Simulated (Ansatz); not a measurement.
# Beryllium, omega (AlB2-type) under RPBE: ground state and equation of state

The plan for beryllium in the omega (AlB2-type) structure: relax it, solve it on a dense k-mesh, then scale the cell to 7 volumes from 88 to 112 % of the relaxed one and try a fit of the equation of state. Spin polarisation is left out. The k-meshes are 10×10×14 for the relaxation; 13×13×19 for the dense run; 11×11×16 for the volumes.

Program: Ansatz 0.2.0. Level of theory: DFT RPBE, plane waves (420 eV) with PAW, scalar-relativistic; PBE-made PAW files. These are calculated values, not measurements.

## 1. The structure to begin with

The structure is hexagonal, space group P6/mmm (No. 191). The conventional cell has a = 3.579 Å, b = 3.579 Å, c = 2.194 Å, α = 90.00°, β = 90.00°, γ = 120.00°. Be (site symmetry 6/mmm) is surrounded by 14 Be at 2.19 to 2.34 Å. Around Be (site symmetry -6m2) lie 11 Be at 2.07 to 2.34 Å.

As a file:

```
CELL_PARAMETERS angstrom
3.57902 0.00000 0.00000
-1.78951 3.09953 0.00000
0.00000 0.00000 2.19394
ATOMIC_POSITIONS crystal
Be 0.00000 0.00000 0.00000
Be 0.33333 0.66667 0.50000
Be 0.66667 0.33333 0.50000
```

## 2. Geometry optimisation

The input, input.yaml:

```yaml
crystal:
  lattice:
    - [3.5790237631, 0.0, 0.0]
    - [-1.7895118815, 3.0995254996, 0.0]
    - [0.0, 0.0, 2.1939415668]
  atoms:
    - { symbol: Be, position: [0.0, 0.0, 0.0] }
    - { symbol: Be, position: [0.3333333333, 0.6666666667, 0.5] }
    - { symbol: Be, position: [0.6666666667, 0.3333333333, 0.5] }
hamiltonian:
  xc: rpbe
  pseudopotentials:
    kind: paw
    azcp:
      Be: "pseudopotentials/Be.paw.azcp"
basis:
  ecutwfc: 420
  fft_grid_basis: typed
kpoints:
  mp_grid: { grid: [10, 10, 14], shift: [0, 0, 0] }
magnetization:
  spin_polarized: false
scf:
  occupations: { method: fermi_dirac, width: 0.1 }
relax:
  max_steps: 60
  f_tol: 0.01
  cell: {}
```

Further steps of the session: The energy on a finer k-mesh; At 88 % of the relaxed volume; At 92 % of the relaxed volume; At 96 % of the relaxed volume; At 100 % of the relaxed volume; At 104 % of the relaxed volume; At 108 % of the relaxed volume; At 112 % of the relaxed volume.

Before running it: what results should come out? Wanted: space group; conventional cell; volume; shortest distance; gap on the mesh; relative to hcp; V₀, B₀, B₀′.

The runs gave:

```
                      quantity                                   value
space group (spins left aside)                        P6/mmm (No. 191)
             conventional cell  a = 3.599 Å, c = 2.216 Å (c/a = 0.616)
                        volume                           8.289 Å³/atom
             shortest distance                                 2.078 Å
               gap on the mesh            none (levels filled in part)
               relative to hcp                           +186 meV/atom
                   V₀, B₀, B₀′             8.291 Å³/atom, 110 GPa, 3.3
```

What this shows: The relaxation enlarged the cell by 2.2 % in volume. It lies 186 meV/atom above the element's reference form at the same level (hcp, from a run of its own). Levels at the Fermi energy are filled in part, as in a metal. The fitted modulus is 110 GPa; letting shape and positions relax at each volume could only lower it. Relaxation kept the symmetry; phonons were not checked.
